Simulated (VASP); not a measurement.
A VASP 6.6.1 single-point calculation on Sn

INCAR

```
ENCUT = 520
ISIF = 2
LCHARG = .FALSE.
NELM = 60
NBANDS = 14
PREC = Accurate
LASPH = .TRUE.
LREAL = .FALSE.
IBRION = -1
GGA = PE
NSW = 0
LWAVE = .FALSE.
EDIFF = 1E-7
SIGMA = 0.02
ISMEAR = -1
```

KPOINTS

```
KPOINTS created by Atomic Simulation Environment
0
Gamma
6 6 6
0 0 0
```

POSCAR

```
Sn
 1.0000000000000000
     0.0000000000000000    3.2844597813481733    3.2844597813481733
     3.2844597813481733   -0.0000000000000000    3.2844597813481733
     3.2844597813481733    3.2844597813481733   -0.0000000000000000
 Sn
   2
Cartesian
 -0.0000000000000000 -0.0000000000000000 -0.0000000000000000
  1.6422298906740866  1.6422298906740866  1.6422298906740866
```

The recommended PBE PAW datasets give the neutral cell 28 valence electrons.

Command

```
mpirun -np 1 vasp_std
```

How does this run end, and what does it give?

It converged. Results: pressure 1.5 GPa.

OSZICAR

```
N       E                     dE             d eps       ncg     rms          rms(c)
DAV:   1     0.202486458485E+03    0.20249E+03   -0.15350E+04   448   0.283E+03
DAV:   2     0.114404438406E+02   -0.19105E+03   -0.19105E+03   454   0.492E+02
DAV:   3    -0.685839112274E+01   -0.18299E+02   -0.18299E+02   538   0.167E+02
DAV:   4    -0.765705643506E+01   -0.79867E+00   -0.79867E+00   522   0.312E+01
DAV:   5    -0.769622250119E+01   -0.39166E-01   -0.39166E-01   634   0.587E+00    0.307E+00
DAV:   6    -0.765845499752E+01    0.37768E-01   -0.40264E-02   544   0.313E+00    0.182E+00
DAV:   7    -0.764065643326E+01    0.17799E-01   -0.53415E-02   448   0.327E+00    0.163E-01
DAV:   8    -0.764267429205E+01   -0.20179E-02   -0.61104E-03   502   0.126E+00    0.500E-02
DAV:   9    -0.764311255506E+01   -0.43826E-03   -0.66470E-04   592   0.210E-01    0.151E-02
DAV:  10    -0.764312454540E+01   -0.11990E-04   -0.44059E-05   526   0.727E-02    0.576E-03
DAV:  11    -0.764312924314E+01   -0.46977E-05   -0.91833E-06   460   0.279E-02    0.844E-04
DAV:  12    -0.764312908949E+01    0.15365E-06   -0.49094E-07   380   0.783E-03    0.377E-04
DAV:  13    -0.764312906828E+01    0.21204E-07   -0.47257E-08   224   0.270E-03
   1 F= -.76431291E+01 E0= -.76431291E+01  d E =-.144034E-11
```

One setting is odd (too few bands), but here it hardly changes the result.

On sound settings PBE gives a gap of -0.16 eV on its mesh and a pressure of 1.5 GPa for the intended cell. This run's energy (σ→0) differs from it by 2 meV an atom.
